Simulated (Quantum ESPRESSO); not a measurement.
The system is In.

```
In
1.0
    -1.88253    1.88253    1.88253
     1.88253   -1.88253    1.88253
     1.88253    1.88253   -1.88253
In
1
Direct
  0.00000 0.00000 0.00000
```

This isn't the form of In at room conditions, which is tetragonal.

```yaml
Program: Quantum ESPRESSO 7.5
Task: single point
Functional: PBE
Potentials_or_basis: SSSP 1.3 efficiency PBE
Cutoff: 748 eV
Density_cutoff: 5987 eV
k_mesh: 10 × 10 × 10
Occupations: fermi-dirac, width 0.05 eV
Spin: no spin polarisation
```

On this cell: pressure 1.5 GPa; band gap on the k mesh none (metal or under the smearing width).

The same run follows on a disturbed copy (cell strained at random at fixed volume):

```
CELL_PARAMETERS angstrom
-1.86975 1.85713 1.91387
1.83353 -1.91280 1.93333
1.85852 1.90157 -1.96954
ATOMIC_POSITIONS crystal
In 0.99990 0.99783 0.00147
```

What changes?

The energy (extrapolated to zero smearing) moves by +1.7 meV/atom; pressure 1.5 GPa; band gap on the k mesh none (metal or under the smearing width).

Stress tensor (GPa, compression positive):
```
 1.95 -0.06  0.35
-0.06  1.34  0.68
 0.35  0.68  1.20
```
